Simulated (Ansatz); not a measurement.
# Does relaxation matter for the field gradients of Li2Se with an Li vacancy?

Start: a supercell of Li2Se (antifluorite type, Fm-3m) built from a Materials Project structure (computed, not necessarily an observed phase), with all atoms left at the host's positions.

Space group F-43m (No. 216); a = 11.9042 Å.

```
site  Wyckoff  site symmetry       x       y       z
 Li1      24f           2.mm  0.0000  0.7500  0.0000
 Li7       4c           -43m  0.2500  0.2500  0.2500
 Li8       4a           -43m  0.5000  0.0000  0.5000
 Li9      24g           2.mm  0.7500  0.0000  0.7500
Li15       4b           -43m  0.0000  0.5000  0.0000
Se16      16e            .3m  0.3750  0.1250  0.3750
Se19      16e            .3m  0.8750  0.8750  0.6250
```

One atom of each set is listed; the run and its k-mesh use a cell of 23 atoms with edges of 8.42, 8.42, 8.42 Å.

The numbers come from a DFT calculation in Ansatz (PBE, plane waves and PAW, scalar-relativistic, 420 eV cutoff, Γ-centred 3×3×3 k-points, Fermi–Dirac smearing 0.01 eV, cell charge -1).

The largest force at the start is 0.38 eV/Å. Relaxing the ions at fixed cell moves them by 0.135 Å at most (atom 9, Li) and 0.078 Å rms. End positions:

Li1 (0.0000, 0.7454, 0.0000)
Li7 (0.2500, 0.2500, 0.2500)
Li8 (0.5000, 0.0000, 0.5000)
Li9 (0.7500, 0.9887, 0.7500)
Li15 (0.0000, 0.5000, 0.0000)
Se16 (0.3749, 0.1251, 0.3749)
Se19 (0.8776, 0.8776, 0.6224)

```
site  moved (Å)  first shell before                         first shell after  V_zz before (10²¹ V/m²)  η before
 Li1      0.055      4 Se at 2.58 Å  4 Se at 2.53–2.61 Å; also 1 Li at 2.92 Å                    0.037      0.34
 Li9      0.135      4 Se at 2.58 Å                       4 Se at 2.52–2.66 Å                    0.036      0.30
Se16      0.001      8 Li at 2.58 Å                       8 Li at 2.58–2.66 Å                     1.70      0.00
Se19      0.054      7 Li at 2.58 Å                       7 Li at 2.52–2.53 Å                    -6.77      0.00
```

(1) How do the gradients change?

## Answers

(1) 

```csv
site,V_zz after,η after,change of V_zz
Li1,0.034,0.04,0.00
Li9,0.054,0.51,+0.02
Se16,-0.77,0.00,-2.47
Se19,-4.84,0.00,+1.93
```

The largest change of V_zz is on Se16, from 1.70 to -0.77. In per cent, |V_zz| changes by -29 on Se (all sites that start above 0.5, bar those whose gradient vanishes or changes sign or whose main axis turns by over 40°). V_zz changes sign on Se16 (same axis). Sites without a gradient aren't listed.

The defect repeats with the cell of 23 atoms, so it feels its images: sites between two images don't show the values beside a lone defect, and zeros or small values of η there can come from the images' arrangement. A uniform background compensates the cell's charge.
Before: The neighbours have not yet relaxed around the defect (largest force 0.38 eV/Å), so a real crystal will differ.
After: With these PAW files V_zz is typically within 2 to 3 % of all-electron values, but misses above 10 % occur on Li.
